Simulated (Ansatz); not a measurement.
## Relaxing KF in the wurtzite type

First guess:

```
CELL_PARAMETERS angstrom
3.66457 0.00000 0.00000
-1.83229 3.17361 0.00000
0.00000 0.00000 5.97326
ATOMIC_POSITIONS crystal
K 0.33333 0.66667 0.00000
K 0.66667 0.33333 0.50000
F 0.33333 0.66667 0.37600
F 0.66667 0.33333 0.87600
```

Method: DFT, PBE, PAW with Ansatz's default frozen-core files, scalar-relativistic in Ansatz 0.2.0.

Cell and atoms relax within the symmetry of the start on a 11×11×6 k mesh with 0.03 eV Fermi–Dirac smearing.

The start is built from a prototype, known or not as a phase of this compound; the cutoff is 420 eV.

(1) What is the pressure of the first guess?

(2) What does it relax to?

(3) How much energy does the relaxation release?

## Answers

(1) 22.3 GPa.

(2) a = 4.547 Å, b = 4.547 Å, c = 5.375 Å, α = 90.00°, β = 90.00°, γ = 120.00° (conventional cell), 24.07 Å³ per atom:
```cif
data_structure
_symmetry_space_group_name_H-M 'P6_3/mmc'
_symmetry_Int_Tables_number 194
_cell_length_a 4.5475
_cell_length_b 4.5475
_cell_length_c 5.3752
_cell_angle_alpha 90.000
_cell_angle_beta 90.000
_cell_angle_gamma 120.000
_cell_volume 96.26
loop_
_atom_site_label
_atom_site_type_symbol
_atom_site_symmetry_multiplicity
_atom_site_Wyckoff_symbol
_atom_site_fract_x
_atom_site_fract_y
_atom_site_fract_z
_atom_site_occupancy
K1 K 2 d 0.33333 0.66667 0.75000 1
F1 F 2 c 0.33333 0.66667 0.25000 1
```
It has left the symmetry of the starting type.

(3) 464 meV/atom.
